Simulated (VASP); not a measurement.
# MgO (P6_3/mmc) in VASP: settings compared, part 2 of 2

VASP 6.6.1. Earlier steps stand in the parts before.

### 4 Single point, r2SCAN

File POSCAR:

```
MgO
1.0
    3.5209243497      0.0000000000      0.0000000000
   -1.7604621748      3.0492099316      0.0000000000
    0.0000000000      0.0000000000      4.2373703186
Mg O
2 2
Direct
    0.6666666667      0.3333333333      0.7500000000
    0.3333333333      0.6666666667      0.2500000000
    0.6666666667      0.3333333333      0.2500000000
    0.3333333333      0.6666666667      0.7500000000
```

File INCAR.step1:

```
SYSTEM = MgO
PREC = Accurate
ENCUT = 520
ISMEAR = 0
SIGMA = 0.02
LREAL = .FALSE.
LASPH = .TRUE.
NELM = 60
NBANDS = 16
GGA = PE
ALGO = Normal
EDIFF = 1E-4
LWAVE = .TRUE.
LCHARG = .FALSE.
```

File INCAR.step2:

```
SYSTEM = MgO
PREC = Accurate
ENCUT = 520
EDIFF = 1E-6
ISMEAR = 0
SIGMA = 0.02
LREAL = .FALSE.
LASPH = .TRUE.
NELM = 60
ALGO = Normal
ISIF = 2
LWAVE = .FALSE.
LCHARG = .TRUE.
METAGGA = R2SCAN
LMIXTAU = .TRUE.
LELF = .TRUE.
LVHAR = .TRUE.
NBANDS = 16
ISTART = 1
```

File KPOINTS:

```
Automatic mesh
0
G
  9 9 6
  0 0 0
```

Potentials or basis: VASP PAW PBE potentials, release 64 (Mg, O).

On the command line:

```sh
$ cat potpaw_PBE.64/Mg/POTCAR potpaw_PBE.64/O/POTCAR > POTCAR
$ cp INCAR.step1 INCAR
$ mpirun -np 1 vasp_std > vasp.out
$ cp INCAR.step2 INCAR
$ mpirun -np 1 vasp_std > vasp.out
```

OUTCAR:

```text
SYSTEM = MgO
   PREC = Accurate
   ENCUT = 520
   EDIFF = 1E-6
   ISMEAR = 0
   LREAL = .FALSE.
   LASPH = .TRUE.
   NELM = 60
   ISIF = 2
   METAGGA = R2SCAN
   ISTART = 1

 ion  position               nearest neighbor table
   1  0.667  0.333  0.750-   4 2.03   4 2.03   4 2.03   3 2.12   3 2.12   2 2.94   2 2.94   2 2.94
                             2 2.94   2 2.94   2 2.94
   2  0.333  0.667  0.250-   3 2.03   3 2.03   3 2.03   4 2.12   4 2.12   1 2.94   1 2.94   1 2.94
                             1 2.94   1 2.94   1 2.94
   3  0.667  0.333  0.250-   2 2.03   2 2.03   2 2.03   1 2.12   1 2.12
   4  0.333  0.667  0.750-   1 2.03   1 2.03   1 2.03   2 2.12   2 2.12

  LATTYP: Found a hexagonal cell.
 ALAT       =     3.5209243497
 C/A-ratio  =     1.2034823523

  Lattice vectors:

 A1 = (   3.5209243497,   0.0000000000,   0.0000000000)
 A2 = (  -1.7604621748,   3.0492099316,   0.0000000000)
 A3 = (   0.0000000000,   0.0000000000,   4.2373703186)

Analysis of symmetry for initial positions (statically):
=====================================================================
 Subroutine PRICEL returns:
 Original cell was already a primitive cell.
[... 182 lines left out ...]
 fundamental gap:      3.9004498112
 Fermi energy:         1.4722901568

 k-point     1 :       0.0000    0.0000    0.0000
  band No.  band energies     occupation
      1     -16.3613      2.00000
      2     -15.0839      2.00000
      3      -2.1787      2.00000
      4      -0.3142      2.00000
      5      -0.3142      2.00000
      6       0.5892      2.00000
[... 433 lines left out ...]
      3      -2.0112      2.00000
      4      -1.3495      2.00000
      5      -1.3495      2.00000
      6       0.2325      2.00000
[... 8 lines left out ...]
     15      16.1206      0.00000
     16      18.6765      0.00000

 [... further k-points ...]

------------------------ aborting loop because EDIFF is reached ----------------------------------------

  FORCE on cell =-STRESS in cart. coord.  units (eV):
  Direction    XX          YY          ZZ          XY          YZ          ZX
  --------------------------------------------------------------------------------------
  -------------------------------------------------------------------------------------
  Total       -1.3643901     -1.3643901     -1.5988118     -0.0000000      0.0000000      0.0000000
  in kB      -48.0516947    -48.0516947    -56.3076596     -0.0000000      0.0000000      0.0000000
  external PRESSURE =     -50.8036830 kB  Pullay stress =       0.0000000 kB

 VOLUME and BASIS-vectors are now :
 -----------------------------------------------------------------------------
  energy-cutoff  :      520.00
  volume of cell :       45.49
      direct lattice vectors                 reciprocal lattice vectors
     3.520924350  0.000000000  0.000000000     0.284016327  0.163976903  0.000000000
    -1.760462175  3.049209932  0.000000000     0.000000000  0.327953805  0.000000000
     0.000000000  0.000000000  4.237370319     0.000000000  0.000000000  0.235995423

 POSITION                                       TOTAL-FORCE (eV/Angst)
 -----------------------------------------------------------------------------------
      1.76046      1.01640      3.17803         0.000000     -0.000000      0.000000
     -0.00000      2.03281      1.05934        -0.000000      0.000000      0.000000
      1.76046      1.01640      1.05934         0.000000      0.000000      0.000000
     -0.00000      2.03281      3.17803         0.000000      0.000000      0.000000
 -----------------------------------------------------------------------------------
    total drift:                               -0.000000      0.000000     -0.000000

  FREE ENERGIE OF THE ION-ELECTRON SYSTEM (eV)
  ---------------------------------------------------
  free  energy   TOTEN  =       -32.0434057983 eV

  energy  without entropy=      -32.0434057983  energy(sigma->0) =      -32.04340580
```

OSZICAR.step1:

```text
N       E                     dE             d eps       ncg     rms          rms(c)
DAV:   1     0.607410774120E+02    0.60741E+02   -0.74761E+03  1544   0.887E+02
DAV:   2    -0.236756222731E+02   -0.84417E+02   -0.77470E+02  2160   0.193E+02
DAV:   3    -0.276315965809E+02   -0.39560E+01   -0.39433E+01  1776   0.432E+01
DAV:   4    -0.276479770225E+02   -0.16380E-01   -0.16380E-01  1832   0.326E+00
DAV:   5    -0.276480585808E+02   -0.81558E-04   -0.81558E-04  1784   0.223E-01    0.112E+01
DAV:   6    -0.237438570305E+02    0.39042E+01   -0.10508E+01  1632   0.249E+01    0.363E+00
DAV:   7    -0.236927725271E+02    0.51085E-01   -0.15484E-01  1560   0.320E+00    0.213E+00
DAV:   8    -0.236772300613E+02    0.15542E-01   -0.99904E-02  1608   0.336E+00    0.538E-01
DAV:   9    -0.236743003067E+02    0.29298E-02   -0.75270E-03  1880   0.778E-01    0.115E-01
DAV:  10    -0.236752262401E+02   -0.92593E-03   -0.89181E-04  1544   0.213E-01    0.349E-02
DAV:  11    -0.236752481896E+02   -0.21949E-04   -0.28027E-05  1216   0.410E-02
   1 F= -.23675248E+02 E0= -.23675248E+02  d E =-.133649E-21
```

It took 2.9 min on 1 thread of Intel Xeon Platinum 8175M at 2.50GHz (Skylake/Cascade Lake), shared host; peak memory 0.18 GiB.

What came out:

- Free energy: -32.0434 eV
- Pressure: -5.1 GPa
- Band gap on the k mesh: 3.90 eV, direct

Levels at points of the mesh, in eV from the valence-band top:
| k point | band 4 | band 5 | band 6 | band 7 | band 8 | band 9 | band 10 | band 11 | band 12 | band 13 |
| --- | --- | --- | --- | --- | --- | --- | --- | --- | --- | --- |
| (0.00, 0.00, 0.00) | -1.70 | -1.70 | -0.80 | -0.80 | 0.00 | 3.90 | 10.09 | 12.86 | 13.24 | 13.24 |
| (0.00, 0.00, 0.50) | -2.35 | -1.27 | -1.27 | -1.27 | -1.27 | 6.94 | 6.94 | 13.62 | 13.62 | 13.62 |

Caveat: the PAW data sets were made with another functional, which shifts forces and pressure a little.

### 5 The runs side by side

| task | level | cell | cutoff (eV) | gap on the mesh (eV) | pressure (GPa) |
| --- | --- | --- | --- | --- | --- |
| single point | PBE | as given | 520 | 3.26 | -0.5 |
| relaxation of cell and atoms | PBE | relaxed | 600 | 3.29 | 0.0 |
| single point | r2SCAN | as given | 520 | 3.90 | -5.1 |

Alike in all rows: potentials or basis VASP PAW PBE potentials, release 64 (Mg, O); no spin polarisation; k mesh 9 × 9 × 6; smearing gaussian 0.02 eV.

Caveats: the PAW data sets were made with another functional, which shifts forces and pressure a little (some runs).

Total energies depend on the potentials used, so only differences within one code and one set of settings carry meaning.
